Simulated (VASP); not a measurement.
# BAs (F-43m) in VASP: notebook, part 2 of 2

VASP 6.6.1. The steps go on from the part before.

### Step 4. Single point, PBE

The input, INCAR:

```
SYSTEM = BAs
ALGO = Fast
EDIFF = 1E-6
ENCUT = 520
GGA = PE
ISIF = 2
ISMEAR = 0
LASPH = .True.
LCHARG = .False.
LREAL = .False.
LWAVE = .False.
NELM = 60
PREC = Accurate
SIGMA = 0.03
```

The input, KPOINTS:

```
k-points
0
Gamma
  4 4 4
  0 0 0
```

The input, POSCAR:

```
BAs
1.0
    0.0000000000      2.3885000000      2.3885000000
    2.3885000000      0.0000000000      2.3885000000
    2.3885000000      2.3885000000      0.0000000000
As B
1 1
Direct
    0.7500000000      0.7500000000      0.7500000000
    0.0000000000      0.0000000000      0.0000000000
```

Potentials or basis: VASP PAW PBE potentials, release 64 (As, B).

Run with:

```console
$ cat potpaw_PBE.64/As/POTCAR potpaw_PBE.64/B/POTCAR > POTCAR
$ mpirun -np 1 vasp_std > vasp.out
```

OUTCAR:

```text
SYSTEM = BAs
   EDIFF = 1E-6
   ENCUT = 520
   GGA = PE
   ISIF = 2
   ISMEAR = 0
   LASPH = .True.
   LREAL = .False.
   NELM = 60
   PREC = Accurate

 ion  position               nearest neighbor table
   1  0.750  0.750  0.750-   2 2.07   2 2.07   2 2.07   2 2.07
   2  0.000  0.000  0.000-   1 2.07   1 2.07   1 2.07   1 2.07

  LATTYP: Found a face centered cubic cell.
 ALAT       =     4.7770000000

  Lattice vectors:

 A1 = (   0.0000000000,   2.3885000000,   2.3885000000)
 A2 = (   2.3885000000,   0.0000000000,   2.3885000000)
 A3 = (   2.3885000000,   2.3885000000,   0.0000000000)

Analysis of symmetry for initial positions (statically):
=====================================================================
 Subroutine PRICEL returns:
 Original cell was already a primitive cell.

 Routine SETGRP: Setting up the symmetry group for a
 face centered cubic supercell.

 Subroutine GETGRP returns: Found 24 space group operations
 (whereof 24 operations were pure point group operations)
 out of a pool of 48 trial point group operations.

The static configuration has the point symmetry T_d .

Analysis of symmetry for dynamics (positions and initial velocities):
=====================================================================
 Subroutine PRICEL returns:
 Original cell was already a primitive cell.

 Routine SETGRP: Setting up the symmetry group for a
 face centered cubic supercell.

 Subroutine GETGRP returns: Found 24 space group operations
 (whereof 24 operations were pure point group operations)
 out of a pool of 48 trial point group operations.

The dynamic configuration has the point symmetry T_d .

 Subroutine INISYM returns: Found 24 space group operations
 (whereof 24 operations are pure point group operations),
 and found     1 'primitive' translations

----------------------------------------------------------------------------------------

                                     Primitive cell

  volume of cell :      27.2525

[... 96 lines left out ...]
   GGA     = PE    functional components
   LHFCALC =     F    Hartree Fock is set to
   AEXX    =    0.0000 exact exchange contribution
   IVDW    =     0    specifies the selected vdW correction
   LEPSILON=     F    determine dielectric tensor
   LRPA    =     F    only Hartree local field effects (RPA)
 non-spin polarized calculation
 RMM-DIIS sequential band-by-band and
 Gauss-broadening in eV      SIGMA  =   0.03
  energy-cutoff  :      520.00
  volume of cell :       27.25
 maximum number of plane-waves:       754
 NGX is ok and might be reduce to    28
   NGX = 13   NGY = 13   NGZ = 13

 number of electron       8.0000000 magnetization

 Free energy of the ion-electron system (eV)
  ---------------------------------------------------
  ext. energy  EPLUGINS =         0.00000000
  ---------------------------------------------------
  free energy    TOTEN  =       -11.22780511 eV

  energy without entropy =      -11.22780511  energy(sigma->0) =      -11.22780511

 E-fermi :   6.3140     XC(G=0): -10.5629

 val. band max:        6.1654819246   @ k =   0.0000   0.0000   0.0000
 cond. band min:       7.5759133644   @ k =   0.5000   0.5000   0.0000
 fundamental gap:      1.4104314398
 Fermi energy:         6.3139743557

 k-point     1 :       0.0000    0.0000    0.0000
  band No.  band energies     occupation
      1      -9.2471      2.00000
      2       6.1655      2.00000
      3       6.1655      2.00000
      4       6.1655      2.00000
      5       9.4257      0.00000
      6       9.4257      0.00000
      7       9.4257      0.00000
      8      10.8554      0.00000
[... 67 lines left out ...]
 k-point     8 :      -0.2500    0.5000    0.2500
  band No.  band energies     occupation
      1      -4.8934      2.00000
      2      -1.9049      2.00000
      3       0.6614      2.00000
      4       0.9565      2.00000
      5      11.4003      0.00000
      6      12.0984      0.00000
      7      12.9512      0.00000
      8      13.1853      0.00000

------------------------ aborting loop because EDIFF is reached ----------------------------------------

  FORCE on cell =-STRESS in cart. coord.  units (eV):
  Direction    XX          YY          ZZ          XY          YZ          ZX
  --------------------------------------------------------------------------------------
  -------------------------------------------------------------------------------------
  Total        0.6851201      0.6851201      0.6851201      0.0000000      0.0000000     -0.0000000
  in kB       40.2783378     40.2783378     40.2783378      0.0000000      0.0000000     -0.0000000
  external PRESSURE =      40.2783378 kB  Pullay stress =       0.0000000 kB

 VOLUME and BASIS-vectors are now :
 -----------------------------------------------------------------------------
  energy-cutoff  :      520.00
  volume of cell :       27.25
      direct lattice vectors                 reciprocal lattice vectors
     0.000000000  2.388500000  2.388500000    -0.209336404  0.209336404  0.209336404
     2.388500000  0.000000000  2.388500000     0.209336404 -0.209336404  0.209336404
     2.388500000  2.388500000  0.000000000     0.209336404  0.209336404 -0.209336404

 POSITION                                       TOTAL-FORCE (eV/Angst)
 -----------------------------------------------------------------------------------
      3.58275      3.58275      3.58275        -0.000000     -0.000000     -0.000000
      0.00000      0.00000      0.00000         0.000000      0.000000      0.000000
 -----------------------------------------------------------------------------------
    total drift:                                0.000000      0.000000      0.000000

  FREE ENERGIE OF THE ION-ELECTRON SYSTEM (eV)
  ---------------------------------------------------
  free  energy   TOTEN  =       -11.2278051122 eV

  energy  without entropy=      -11.2278051122  energy(sigma->0) =      -11.22780511
```

stdout:

```text
POSCAR found type information on POSCAR AsB
 POSCAR found :  2 types and       2 ions
 scaLAPACK will be used
 LDA part: xc-table for (Slater+PW92), standard interpolation
 POSCAR, INCAR and KPOINTS ok, starting setup
 FFT: planning ... GRIDC
 FFT: planning ... GRID_SOFT
 FFT: planning ... GRID
 WAVECAR not read
 entering main loop
```

Run time: 7 s. Hardware: 1 thread of AMD EPYC 7R43 (Zen 3), shared host; peak memory 0.11 GiB.

What came out:

| Property | Result |
| --- | --- |
| Free energy | -11.2278 eV |
| Pressure | 4.0 GPa |
| Band gap on the k mesh | 1.41 eV, indirect (least direct gap 3.26 eV) |

Levels at points of the mesh, in eV from the valence-band top:
| k point | band 1 | band 2 | band 3 | band 4 | band 5 | band 6 | band 7 | band 8 |
| --- | --- | --- | --- | --- | --- | --- | --- | --- |
| (0.00, 0.00, 0.00) | -15.41 | 0.00 | 0.00 | 0.00 | 3.26 | 3.26 | 3.26 | 4.69 |
| (0.50, 0.00, 0.00) | -12.54 | -8.80 | -1.83 | -1.83 | 2.69 | 4.76 | 4.76 | 8.86 |
| (0.50, 0.50, 0.00) | -11.22 | -8.54 | -4.09 | -4.09 | 1.41 | 1.43 | 11.36 | 11.36 |

Caveat: the k mesh is coarse (spacing up to 0.57 Å⁻¹), so the values aren't converged. A k mesh can miss the band edges.

### Step 5. Relaxation of cell and atoms, PBE+D4, target pressure 5 GPa, at which the enthalpy is minimised

The input, INCAR:

```
PREC     = Normal         # precision mode
ENCUT    = 350            # plane-wave cutoff, eV
EDIFF    = 1E-6           # SCF threshold, eV
ISMEAR   = -1             # smearing method
SIGMA    = 0.05           # smearing width, eV
LREAL    = F              # projectors in reciprocal space
LASPH    = T              # aspherical terms in the spheres
NELM     = 100            # most SCF steps
ALGO     = Fast           # electronic algorithm
ISIF     = 3              # what is computed and relaxed
LWAVE    = F              # write WAVECAR
LCHARG   = F              # write CHGCAR
GGA      = PE             # functional
IVDW     = 13             # dispersion correction
IBRION   = 2              # ionic algorithm
NSW      = 40             # ionic steps
EDIFFG   = -0.01          # ionic threshold
PSTRESS  = 50
```

The input, KPOINTS:

```
regular mesh
0
Gamma
  10 10 10
```

POSCAR, as its differences from that of step 4:

```diff
@@ -7,4 +7,4 @@
 1 1
-Direct
-    0.7500000000      0.7500000000      0.7500000000
+Cartesian
+    3.5827500000      3.5827500000      3.5827500000
     0.0000000000      0.0000000000      0.0000000000
```

Potentials or basis: VASP PAW PBE potentials, release 64 (As, B_s).

Run with:

```console
$ cat potpaw_PBE.64/As/POTCAR potpaw_PBE.64/B_s/POTCAR > POTCAR
$ mpirun -np 1 vasp_std > vasp.out
```

Run time: 12 s. Hardware: 1 thread of Intel Xeon Platinum 8488C (Sapphire Rapids), shared host; peak memory 0.11 GiB.

The run converged, but some of its settings lie outside the range that counts as converged (typed here: ENCUT = 350; PREC = Normal; PSTRESS = 50), so its numbers aren't taken as properties of the crystal.

What came out:

- Free energy: -12.1369 eV
- Relaxed volume: 13.09 Å³/atom
- Relaxed cell: a = 3.333 Å, b = 3.333 Å, c = 3.333 Å, α = 60.00°, β = 60.00°, γ = 60.00°
- Space group after relaxing (to 0.05 Å): F-43m (No. 216)
- Energy change on relaxing (the enthalpy is what falls): +6.3 meV/atom
- Ionic steps: 3
- Pressure after relaxing: 5.0 GPa
- Band gap on the k mesh: 1.13 eV, indirect (least direct gap 3.33 eV)
- Dispersion energy per atom: -0.391 eV

Caveat: the cell is relaxed towards a set pressure, so the enthalpy falls and the energy may rise.

### Step 6. Single point, HSE06, spin-orbit coupling, no magnetisation

POSCAR, as its differences from that of step 5:

```diff
@@ -7,4 +7,4 @@
 1 1
-Cartesian
-    3.5827500000      3.5827500000      3.5827500000
+Direct
+    0.7500000000      0.7500000000      0.7500000000
     0.0000000000      0.0000000000      0.0000000000
```

The input, INCAR.step1:

```
SYSTEM = BAs
ALGO = Normal
EDIFF = 1E-5
ENCUT = 520
GGA = PE
GGA_COMPAT = .False.
ISIF = 2
ISMEAR = 0
KPAR = 4
LASPH = .True.
LCHARG = .False.
LORBIT = 11
LREAL = .False.
LSORBIT = .True.
LWAVE = .True.
MAGMOM = 0 0 0 0 0 0
NBANDS = 20
NELM = 60
PREC = Accurate
SIGMA = 0.02
```

The input, INCAR.step2:

```
SYSTEM = BAs
ALGO = Normal
EDIFF = 1E-7
ENCUT = 520
GGA = PE
GGA_COMPAT = .False.
HFSCREEN = 0.2
ISIF = 2
ISMEAR = 0
ISTART = 1
KPAR = 4
LASPH = .True.
LCHARG = .False.
LHFCALC = .True.
LORBIT = 11
LREAL = .False.
LSORBIT = .True.
LWAVE = .False.
MAGMOM = 0 0 0 0 0 0
NBANDS = 20
NELM = 60
PREC = Accurate
PRECFOCK = Fast
SIGMA = 0.02
```

The input, KPOINTS:

```
k-points
0
Gamma
  6 6 6
  0 0 0
```

Potentials or basis: VASP PAW PBE potentials, release 64 (As, B).

Run with:

```console
$ cat potpaw_PBE.64/As/POTCAR potpaw_PBE.64/B/POTCAR > POTCAR
$ cp INCAR.step1 INCAR
$ mpirun -np 4 vasp_ncl > vasp.out
$ cp INCAR.step2 INCAR
$ mpirun -np 4 vasp_ncl > vasp.out
```

It took 20 min on 4 MPI ranks of AMD EPYC 7R43 (Zen 3), shared host; peak memory 0.3 GiB.

Results (log left out):

| Item | Value |
| --- | --- |
| Free energy | -13.2851 eV |
| Pressure | -0.6 GPa |
| Valence electrons inside the program's atomic spheres | As 2.98; B 1.83 |

Caveat: the k mesh is coarse (spacing up to 0.38 Å⁻¹), so the values aren't converged, least of all with exact exchange; the PAW data sets were made with another functional, which shifts forces and pressure a little.

### Step 7. For comparison

An earlier run on the cell as given: functional PBE; potentials or basis VASP PAW PBE potentials, release 64 (As, B); cutoff 520 eV; k mesh 10 × 10 × 10; occupations fermi-dirac, width 0.05 eV; no spin polarisation.

* Pressure: 3.4 GPa
* Band gap on the k mesh: 1.18 eV, indirect (least direct gap 3.28 eV)

### Step 8. Overview

```tsv
level	potentials or basis	spin	k mesh	smearing	ladder	grid for exact exchange (PRECFOCK)	screening parameter	mesh quality	gap on the mesh (eV)	pressure (GPa)
LDA	VASP PAW LDA potentials, release 64 (As, B)	off	10 × 10 × 10	gaussian 0.1 eV	-	-	-	not flagged	1.12	-3.1
PBE	VASP PAW PBE potentials, release 64 (As, B)	off	10 × 10 × 10	gaussian 0.015 eV	-	-	-	not flagged	1.18	3.4
PBE	VASP PAW PBE potentials, release 64 (As, B)	off	4 × 4 × 4	gaussian 0.03 eV	-	-	-	coarse	1.41	4.0
HSE06	VASP PAW PBE potentials, release 64 (As, B)	SOC, no magnetisation	6 × 6 × 6	gaussian 0.02 eV	free	Fast	0.2 1/A	coarse	-	-0.6
PBE	VASP PAW PBE potentials, release 64 (As, B)	off	10 × 10 × 10	fermi-dirac 0.05 eV	-	-	-	not flagged	1.18	3.4
```

Alike in all rows: task single point; cell as given; cutoff (eV) 520.

Caveats: some runs use coarse meshes; the PAW data sets were made with another functional, which shifts forces and pressure a little (some runs).

Absolute energies hang on the potentials; compare differences alone.
